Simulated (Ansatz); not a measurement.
**BP: a single-point run**

Wanted: a converged single-point run for BP, and a check of what comes out. The structure is shown as the input types it. The cell is built on a prototype (CsCl type) and needn't be the phase found in nature.

Program: Ansatz 0.2.0. Level of theory: density functional or hybrid calculation with the settings of its input, plane waves (as first typed). These are calculated values, not measurements.

10 further runs of the same task are left out: 6 for a known fault of the program, 4 that didn't finish.

### Step 1. Starting point

It takes space group Pm-3m (No. 221, cubic). The conventional cell has a = 2.708 Å, b = 2.708 Å, c = 2.708 Å, α = 90.00°, β = 90.00°, γ = 90.00°. Around B (site symmetry m-3m) lie 8 P at 2.35 Å. P (site symmetry m-3m) has 8 B at 2.35 Å as nearest neighbours.

The input asks for a charge of -0.05 e on the cell.

Structure file:

```cif
data_structure
_symmetry_space_group_name_H-M 'Pm-3m'
_symmetry_Int_Tables_number 221
_cell_length_a 2.7081
_cell_length_b 2.7081
_cell_length_c 2.7081
_cell_angle_alpha 90.000
_cell_angle_beta 90.000
_cell_angle_gamma 90.000
_cell_volume 19.86
loop_
_atom_site_label
_atom_site_type_symbol
_atom_site_symmetry_multiplicity
_atom_site_Wyckoff_symbol
_atom_site_fract_x
_atom_site_fract_y
_atom_site_fract_z
_atom_site_occupancy
B1 B 1 a 0.00000 0.00000 0.00000 1
P1 P 1 b 0.50000 0.50000 0.50000 1
```

### Step 2. The calculation

File input.yaml:

```yaml
crystal:
  lattice:
    - [2.7080526438, 0.0, 0.0]
    - [0.0, 2.7080526438, 0.0]
    - [0.0, 0.0, 2.7080526438]
  atoms:
    - { symbol: B, position: [0.0, 0.0, 0.0] }
    - { symbol: P, position: [0.5, 0.5, 0.5] }
kpoints:
  mp_grid: { grid: [4, 4, 4] }
hamiltonian:
  xc: hse06
scf:
  occupations: { method: fermi_dirac, width: 0.02 }
  n_extra_bands: 4
  max_iter: 97
output:
  forces: true
  stress: true
  eigenvalues: true
total_charge: -0.05
```

The run is started by

```console
ansatz run input.yaml --threads 4 --pin off --max-ram 3686MiB --backend cpu --events-out ev --progress --plain --runs-dir out
```

What happens when this is run?

This run ends as converged, with warnings (filled band counts differ across k points, stress exchange threshold loose, stress scf threshold loose). Its log warns: «output.stress: scf.convergence.dr2_threshold = 1e-7 eV (the SCF's general default) is looser than the 2e-10 eV advised for a printed stress (1e-10 eV for each atom of the ...»

In the input, total_charge is -0.05. The net charge is not the one intended, so the run treats another number of electrons.

The test: delete total_charge (the default then holds).
